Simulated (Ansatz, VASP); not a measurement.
This is a calculation of B for VASP 6.6.1. The given cell was strained at random by a few per cent at fixed volume. This isn't the form of B at room conditions, which is rhombohedral.

The input INCAR:

```
SYSTEM = B
ALGO = Normal ; EDIFF = 1E-7
ENCUT = 520 ; GGA = PE
ISIF = 2 ; ISMEAR = -1
LASPH = .TRUE. ; LCHARG = .FALSE.
LREAL = .FALSE. ; LWAVE = .FALSE.
NBANDS = 8 ; NELM = 60
PREC = Accurate ; SIGMA = 0.05
```

KPOINTS

```
k-points
0
G
  14 14 14
  0 0 0
```

File POSCAR:

```
B
1.0
    1.9049750000      0.0031930000     -0.0199120000
    0.0031930000      1.8640640000      0.0003960000
   -0.0199120000      0.0003960000      1.8871180000
B
1
Direct
    0.4999830000      0.5183830000      0.5137780000
```

Potentials or basis: VASP PAW PBE potentials, release 64 (B).

Run with:

```sh
$ cat potpaw_PBE.64/B/POTCAR > POTCAR
$ mpirun -np 1 vasp_std > vasp.out
```

Q: Set up the same calculation for Ansatz 0.2.0. Potentials or basis there: Ansatz PAW (earlier soft set), cutoff 420 eV.

A: As run (cutoffs and basis follow the program's own potentials, and thresholds, step limits or extra output files can differ):

input.yaml

```yaml
crystal:
  lattice:
    - [1.904975, 0.003193, -0.019912]
    - [0.003193, 1.864064, 0.000396]
    - [-0.019912, 0.000396, 1.887118]
  atoms:
    - { symbol: B, position: [0.499983, 0.518383, 0.513778] }
hamiltonian:
  xc: pbe
  pseudopotentials: { kind: paw, azcp: { folder: soft_1 } }
kpoints:
  mp_grid: { grid: [14, 14, 14] }
scf:
  occupations: { method: fermi_dirac, width: 0.05 }
output:
  forces: true
  stress: true
  eigenvalues: true
```

Potentials or basis: Ansatz PAW soft_1.

The run is started by

```sh
$ ansatz run input.yaml --threads 1 --pin off --max-ram 3584MiB --backend cpu --events-out ev --progress --plain --runs-dir out
```

Both were run:

|  | VASP | Ansatz |
| --- | --- | --- |
| Pressure | 0.5 GPa | 0.4 GPa |

Ansatz's pressure holds a Pulay term of +0.19 GPa for its cutoff of 420 eV, which the other run lacks.

Where Ansatz's input types no cutoff or centring, it takes its own default and a Γ-centred mesh.

The undisturbed cell isn't at this level's minimum, so the move can lower the energy.

Pressure is positive in compression.
